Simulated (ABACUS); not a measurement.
Runs of ABACUS 3.10.1 on C. The structure is cubic, space group Fd-3m (No. 227). Conventional cell: a = 3.567 Å, b = 3.567 Å, c = 3.567 Å, α = 90.00°, β = 90.00°, γ = 90.00°. Around C (site symmetry -43m) lie 4 C at 1.54 Å. This isn't the form of C at room conditions, which is graphite.

```csv
task,level,potentials or basis,cell,k mesh,cutoff (eV),SCF threshold on the density,eigensolver,orbital files,share of exact exchange,threshold of the auxiliary basis,mesh quality,gap on the mesh (eV),pressure (GPa)
single point,PBEsol,"PseudoDojo NC SR 0.4.1 PBEsol standard, plane waves","atoms moved at random, drawn with an rms of 0.05 Å",13 × 13 × 13,1116,1e-08,dav,-,-,-,not flagged,3.15,-2.5
single point,PBE0-type (share 0.1),"SG15 ONCV 1.2 PBE, DZP LCAO (the cutoffs set its grid)",as given,6 × 6 × 6,1361,1e-07,genelpa,C C_confined-atom_6au_2s2p1d.orb,0.1,0.001,coarse,4.96,-
single point,PBE0-type (share 0.25),"SG15 ONCV 1.2 PBE, DZP LCAO (the cutoffs set its grid)",as given,6 × 6 × 6,1361,1e-07,genelpa,C C_confined-atom_6au_2s2p1d.orb,0.25,0.001,coarse,6.10,-
single point,PBE0-type (share 0.4),"SG15 ONCV 1.2 PBE, DZP LCAO (the cutoffs set its grid)",as given,6 × 6 × 6,1361,1e-07,genelpa,C C_confined-atom_6au_2s2p1d.orb,0.4,0.001,coarse,(a),-
single point,PBEsol,"PseudoDojo NC SR 0.4.1 PBEsol standard, plane waves",as given,13 × 13 × 13,1116,1e-08,dav,-,-,-,not flagged,(b),-3.3
```

Alike in all rows: no spin polarisation; smearing fermi-dirac 0.05 eV.

Question: Estimate the missing entries.

Answer: (a) 7.26; (b) 4.05.

Caveats: some runs use coarse meshes; the atomic orbitals were generated for these runs and aren't a published set (some runs); gaps of hybrids in this basis differ from plane-wave ones by up to 0.1 eV (some runs); the potentials were made for another functional, which shifts forces and pressure (some runs); the basis of atomic orbitals isn't converged, which shifts pressures, moduli and gaps (some runs); an odd mesh through Γ misses points on the zone boundary, where band edges often lie (some runs).
